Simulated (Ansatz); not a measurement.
# Al (Fm-3m) in Ansatz: notebook

The runs below take Al through single point, equation of state, with r2SCAN.

All numbers are computed with Ansatz 0.2.0; they aren't measurements. Logs are shortened: lines on timing, memory, paths and dates and some standing lists are left out, and cuts for length are marked.

**What was measured.**

“The interpretation of polycrystalline coherent inelastic neutron scattering from aluminium”, 2013, pmc:3831299 quotes, for a bulk crystal of Al: bulk modulus 76.9 GPa.

How close the calculation comes is told below.

### Step 1. The structure

Symmetry: Fm-3m, No. 225, cubic system. Conventional cell: a = 4.050 Å, b = 4.050 Å, c = 4.050 Å, α = 90.00°, β = 90.00°, γ = 90.00°. Al (site symmetry m-3m) is surrounded by 12 Al at 2.86 Å.

### Step 2. Single point, r2SCAN, 15.61 Å³/atom (volume scaled by 0.94)

input.yaml reads:

```yaml
crystal:
  lattice:
    - [0.0, 1.9834708509, 1.9834708509]
    - [1.9834708509, 0.0, 1.9834708509]
    - [1.9834708509, 1.9834708509, 0.0]
  atoms:
    - { symbol: Al, position: [0.0, 0.0, 0.0] }
hamiltonian:
  xc: r2scan
  pseudopotentials: { kind: paw }
kpoints:
  mp_grid: { grid: [11, 11, 11] }
scf:
  occupations: { method: fermi_dirac, width: 0.05 }
output:
  forces: true
  stress: true
  eigenvalues: true
```

Potentials or basis: Ansatz PAW.

Command:

```console
$ ansatz run input.yaml --threads 2 --pin off --max-ram 5632MiB --backend cpu --events-out ev --progress --plain --runs-dir out
```

Output:

```text
Warning: RAYON_NUM_THREADS=2 ignored (pool sized by the plan → 2); use --threads N
Engine: ansatz 0.2.0, x86_64-unknown-linux-gnu
Pseudopotentials: kind: paw
Pseudopotential: Al, paw, valence charge 3, recommended cutoff 500 eV (meta_gga), Al.paw.azcp
Functional definition: r2SCAN
  parameter k0 = 0.174
  parameter k1 = 0.065
  parameter a1 = 4.9479
  exchange = r2scan_x(k0 = k0, k1 = k1, a1 = a1)
  correlation = r2scan_c
Crystal: 1 atoms, lattice volume = 15.607 Å³
Basis set: ecut = 500 eV, 411 PW (Γ), exchange–correlation on 96×96×96 points (64 copies of the dense FFT grid, shifted against one another)
Bands: 6, of which v1, the nominal top of the filled ones, is band 2 counted from 1 (1 counted from 0)
Symmetry: 48 space group operations
Space group: Fm-3m (ITA 225), of the structure as read, at distance tolerance 2.5e-5 Å
k-points: 56 of 1331
Non-local potential: Al, projectors of the file, l = 0: 2, l = 1: 2, l = 2: 1
PAW form: soft (Blöchl's): semilocal exchange-correlation on the pseudo side does not see the compensation charge
PAW frozen core: Al, regenerated for the run's functional (the file was generated under x = pbe(κ = 0.804, μ = 0.2195149727645171), c = pbe(β = 0.06672455060314922))
PAW one-centre angular grid: Al, 302 points (default); XC on 160 Gauss nodes
Initial density: superposition of atomic densities (neutral atoms: chi_scale 0, normalization atom), corrected by the library's trained network
Initial wavefunctions: pseudopotential atomic-orbital guess
Functional: x = r2scan, c = r2scan; τ floored in thin density (d = 2e-4 eV/Å³)
SCF iter   1: F=—  HF=-540.409625 eV  |F-HF|=—  |Δ(HF+E_count)|=         —  Δρ=3.12e-3  dr2=1.68e-3  dr2_τ=5.29e-3  ethr=1.77e-3  ⟨swp⟩=5.0  Hψ=2967  notcnv=0
preconditioner: auto → none  [metal: Δε(μ)=0.080 eV  Ē_g=14.623 eV  σ=0.050 eV  W_gap=0.38  n_scr=0 (ndim 8)  ℏωp=16.3 eV  f_vac=0.000  D(μ)=0.47/eV (n_scr^D=0)]
SCF iter   2: F=—  HF=-540.416729 eV  |F-HF|=—  |Δ(HF+E_count)|=   7.10e-3  Δρ=2.25e-3  dr2=8.64e-4  dr2_τ=2.32e-6  ethr=5.60e-5  ⟨swp⟩=2.1  Hψ=1099  notcnv=0  defer=24
SCF iter   3: F=—  HF=-540.416657 eV  |F-HF|=—  |Δ(HF+E_count)|=   7.25e-5  Δρ=1.26e-3  dr2=2.58e-4  dr2_τ=7.60e-7  ethr=2.88e-5  ⟨swp⟩=1.2  Hψ=321  notcnv=0  defer=24
SCF iter   4: F=—  HF=-540.416636 eV  |F-HF|=—  |Δ(HF+E_count)|=   2.06e-5  Δρ=4.55e-4  dr2=3.28e-5  dr2_τ=4.30e-8  ethr=8.61e-6  ⟨swp⟩=1.0  Hψ=312  notcnv=0  defer=24
SCF iter   5: F=—  HF=-540.416635 eV  |F-HF|=—  |Δ(HF+E_count)|=   1.19e-6  Δρ=9.51e-5  dr2=1.41e-6  dr2_τ=1.73e-9  ethr=1.09e-6  ⟨swp⟩=1.0  Hψ=312  notcnv=0  defer=24
SCF iter   6: F=-540.416635 eV  HF=-540.416635 eV  |F-HF|=7.06e-10  |Δ(HF+E_count)|=   1.24e-8  Δρ=1.17e-5  dr2=2.16e-8  dr2_τ=2.99e-11  ethr=3.33e-9  ⟨swp⟩=4.6  Hψ=1430  notcnv=0
SCF 1 converged in 6 iterations: F = -540.416635 eV  dr2 = 2.16e-8
SCF converged after 6 iterations
Free energy (F): -540.416635 eV
Harris-Foulkes:  -540.416635 eV  (|F-HF|=7.06e-10)
Internal energy: -540.413046 eV  (E = F + TS)
E sigma→0 (E₀):  -540.414841 eV
Entropy (-TS):   -0.003589 eV (-3.589 meV/atom)
Fermi energy:    8.562232 eV
--- Per-component energies (eV) ---
  E_band       = 11.054859
  E_kinetic    = 23.837512
  E_local      = 11.101477  (includes V_loc(G=0)·N_el)
  E_nonlocal   = 9.688347
  E_hartree    = 0.129899
  E_xc         = -37.060895
  E_vxc        = -31.612179  (∫ρ·V_xc dr)
  E_paw        = -473.157391  (= ΣΔE_a)
  E_vpaw       = -3.451832  (= ΣTr[D̂ρ^β])
  E_aug_tail   = -0.000001  (compensation charges beyond the density's cutoff)
  E_vtau       = 1.231738  (kinetic-family band-sum trace: ∫τ·v_τ [+ j·A + Jᵃ·Aᵃ] dr)
  E_ewald      = -74.891887
  E_core_change = -0.060108  (= ΣΔE_core)
  E_smearing   = -0.003589  (= −TS)
  E_closure    = 0.000000  (closes the sum)
  Σ components = -540.416635   (vs F -540.416635, Δ=0.00e0)
--- Forces (eV/Å), atoms counted from 1 ---
  atom   1  Al    -0.00000000    -0.00000000    -0.00000000
  max |Σ_I F_I| component: 2.25e-34 eV/Å
--- Stress (GPa, compression-positive) ---
        2.075284       0.000000       0.000000
        0.000000       2.075284       0.000000
        0.000000       0.000000       2.075284
  P = ⅓ Tr σ = 2.0753 GPa (20.753 kbar)
--- Band table (eV; the first three rows and the last of 56) ---
  k-point 0: bands = ["-3.6748", "22.1630", "22.1630", "22.1630", "24.5868", "24.5868"]
  k-point 1: bands = ["-3.4277", "19.1619", "21.6439", "21.6439", "25.0004", "25.4940"]
  k-point 2: bands = ["-2.6890", "15.1874", "20.9385", "20.9385", "24.6446", "26.2153"]
  k-point 55: bands = ["6.9382", "7.2236", "8.9008", "11.2960", "23.8853", "27.1337"]
```

It took 0.92 s on 2 threads of Intel Xeon Platinum 8259CL at 2.50GHz (Skylake/Cascade Lake), shared host; peak memory 0.37 GiB.

What came out:

```yaml
Free_energy: -540.4166 eV
Pressure: 2.1 GPa
Band_gap_on_the_k_mesh: none (metal or under the smearing width)
```

Caveat: the PAW data sets come from PBE, with cores solved anew for the run's functional, which leaves a small shift of forces and pressure.

### Step 3. Single point, r2SCAN, 15.94 Å³/atom (volume scaled by 0.96)

input.yaml reads:

```yaml
crystal:
  lattice:
    - [0.0, 1.9974394157, 1.9974394157]
    - [1.9974394157, 0.0, 1.9974394157]
    - [1.9974394157, 1.9974394157, 0.0]
  atoms:
    - { symbol: Al, position: [0.0, 0.0, 0.0] }
hamiltonian:
  xc: r2scan
  pseudopotentials: { kind: paw }
kpoints:
  mp_grid: { grid: [11, 11, 11] }
scf:
  occupations: { method: fermi_dirac, width: 0.05 }
output:
  forces: true
  stress: true
  eigenvalues: true
  write_density: true
  write_potential: true
  elf: true
  volumetric_format: npy
```

Potentials or basis: Ansatz PAW.

Command:

```console
$ ansatz run input.yaml --threads 2 --pin off --max-ram 5632MiB --backend cpu --events-out ev --progress --plain --runs-dir out
```

Run time: 1.1 s. Hardware: 2 threads of Intel Xeon Platinum 8259CL at 2.50GHz (Skylake/Cascade Lake), shared host; peak memory 0.38 GiB.

It converged, with:

- Free energy: -540.4188 eV
- Pressure: 0.1 GPa
- Band gap on the k mesh: none (metal or under the smearing width)

Caveat: the PAW data sets come from PBE, with cores solved anew for the run's functional, which leaves a small shift of forces and pressure.

### Step 4. Single point, r2SCAN, 16.27 Å³/atom (volume scaled by 0.98)

input.yaml, as its differences from that of step 3:

```diff
@@ -2,5 +2,5 @@
   lattice:
-    - [0.0, 1.9974394157, 1.9974394157]
-    - [1.9974394157, 0.0, 1.9974394157]
-    - [1.9974394157, 1.9974394157, 0.0]
+    - [0.0, 2.0112152952, 2.0112152952]
+    - [2.0112152952, 0.0, 2.0112152952]
+    - [2.0112152952, 2.0112152952, 0.0]
   atoms:
```

Command:

```console
$ ansatz run input.yaml --threads 2 --pin off --max-ram 5632MiB --backend cpu --events-out ev --progress --plain --runs-dir out
```

It took 1.2 s on 2 threads of Intel Xeon Platinum 8259CL at 2.50GHz (Skylake/Cascade Lake), shared host; peak memory 0.37 GiB.

The run converged. Its results:

| Quantity | Value |
| --- | --- |
| Free energy | -540.4171 eV |
| Pressure | -1.7 GPa |
| Band gap on the k mesh | none (metal or under the smearing width) |

Caveat: the PAW data sets come from PBE, with cores solved anew for the run's functional, which leaves a small shift of forces and pressure.

### Step 5. Single point, r2SCAN, 16.60 Å³/atom

input.yaml reads:

```yaml
crystal:
  lattice:
    - [0.0, 2.024805, 2.024805]
    - [2.024805, 0.0, 2.024805]
    - [2.024805, 2.024805, 0.0]
  atoms:
    - { symbol: Al, position: [0.0, 0.0, 0.0] }
hamiltonian:
  xc: r2scan
  pseudopotentials: { kind: paw }
kpoints:
  mp_grid: { grid: [11, 11, 11] }
scf:
  occupations: { method: fermi_dirac, width: 0.05 }
output:
  forces: true
  stress: true
  eigenvalues: true
```

Command:

```console
$ ansatz run input.yaml --threads 2 --pin off --max-ram 5632MiB --backend cpu --events-out ev --progress --plain --runs-dir out
```

It took 0.93 s on 2 threads of Intel Xeon Platinum 8259CL at 2.50GHz (Skylake/Cascade Lake), shared host; peak memory 0.37 GiB.

The run converged. Its results:

- Free energy: -540.4118 eV
- Pressure: -3.4 GPa
- Band gap on the k mesh: none (metal or under the smearing width)

Caveat: the PAW data sets come from PBE, with cores solved anew for the run's functional, which leaves a small shift of forces and pressure.

### Step 6. Single point, r2SCAN, 16.93 Å³/atom (volume scaled by 1.02)

input.yaml, as its differences from that of step 5:

```diff
@@ -2,5 +2,5 @@
   lattice:
-    - [0.0, 2.024805, 2.024805]
-    - [2.024805, 0.0, 2.024805]
-    - [2.024805, 2.024805, 0.0]
+    - [0.0, 2.0382146954, 2.0382146954]
+    - [2.0382146954, 0.0, 2.0382146954]
+    - [2.0382146954, 2.0382146954, 0.0]
   atoms:
```

Potentials or basis: Ansatz PAW.

Command:

```console
$ ansatz run input.yaml --threads 2 --pin off --max-ram 5632MiB --backend cpu --events-out ev --progress --plain --runs-dir out
```

It took 0.95 s on 2 threads of Intel Xeon Platinum 8259CL at 2.50GHz (Skylake/Cascade Lake), shared host; peak memory 0.38 GiB.

The run converged. Its results:

```yaml
Free_energy: -540.4033 eV
Pressure: -4.8 GPa
Band_gap_on_the_k_mesh: none (metal or under the smearing width)
```

Caveat: the PAW data sets come from PBE, with cores solved anew for the run's functional, which leaves a small shift of forces and pressure.

### Step 7. Single point, r2SCAN, 17.27 Å³/atom (volume scaled by 1.04)

input.yaml, as its differences from that of step 6:

```diff
@@ -2,5 +2,5 @@
   lattice:
-    - [0.0, 2.0382146954, 2.0382146954]
-    - [2.0382146954, 0.0, 2.0382146954]
-    - [2.0382146954, 2.0382146954, 0.0]
+    - [0.0, 2.0514502267, 2.0514502267]
+    - [2.0514502267, 0.0, 2.0514502267]
+    - [2.0514502267, 2.0514502267, 0.0]
   atoms:
```

Command:

```console
$ ansatz run input.yaml --threads 2 --pin off --max-ram 5632MiB --backend cpu --events-out ev --progress --plain --runs-dir out
```

Run time: 0.96 s. Hardware: 2 threads of Intel Xeon Platinum 8259CL at 2.50GHz (Skylake/Cascade Lake), shared host; peak memory 0.37 GiB.

It converged, with:

```yaml
Free_energy: -540.3920 eV
Pressure: -6.1 GPa
Band_gap_on_the_k_mesh: none (metal or under the smearing width)
```

Caveat: the PAW data sets come from PBE, with cores solved anew for the run's functional, which leaves a small shift of forces and pressure.

### Step 8. Single point, r2SCAN, 17.60 Å³/atom (volume scaled by 1.06)

input.yaml, as its differences from that of step 7:

```diff
@@ -2,5 +2,5 @@
   lattice:
-    - [0.0, 2.0514502267, 2.0514502267]
-    - [2.0514502267, 0.0, 2.0514502267]
-    - [2.0514502267, 2.0514502267, 0.0]
+    - [0.0, 2.0645171409, 2.0645171409]
+    - [2.0645171409, 0.0, 2.0645171409]
+    - [2.0645171409, 2.0645171409, 0.0]
   atoms:
```

Command:

```console
$ ansatz run input.yaml --threads 2 --pin off --max-ram 5632MiB --backend cpu --events-out ev --progress --plain --runs-dir out
```

Wall time 0.98 s (2 threads of Intel Xeon Platinum 8259CL at 2.50GHz (Skylake/Cascade Lake), shared host); peak memory 0.38 GiB.

Results (log left out):

- Free energy: -540.3781 eV
- Pressure: -7.3 GPa
- Band gap on the k mesh: none (metal or under the smearing width)

Caveat: the PAW data sets come from PBE, with cores solved anew for the run's functional, which leaves a small shift of forces and pressure.

### Step 9. Equation of state, r2SCAN

Potentials or basis: Ansatz PAW.

No new run: the results of the series are fitted here.

What came out:

```yaml
Equilibrium_volume: 15.95 Å³/atom
Bulk_modulus: 91 GPa
Pressure_derivative_of_the_bulk_modulus: 4.3
```

Energy against volume, from the lowest point:
```
volume (Å³/atom)  energy (meV/atom)
          15.607               2.18
          15.939               0.00
          16.271               1.76
          16.603               7.06
          16.935              15.53
          17.267              26.85
          17.599              40.71
```

Caveat: the PAW data sets were made with another functional, which shifts forces and pressure a little.

### Step 10. How close it comes

Step 9. A measured bulk modulus of Al is 76.9 GPa (quoted in “The interpretation of polycrystalline coherent inelastic neutron scattering from aluminium”, 2013, pmc:3831299); the calculated 91 GPa misses it by +18.4 %. The fit is for a static lattice scaled at fixed shape and fixed fractional positions. The cell as given is a measured one (16.60 Å³/atom); r2SCAN puts the equilibrium volume -3.9 % from it, thermal expansion not counted.
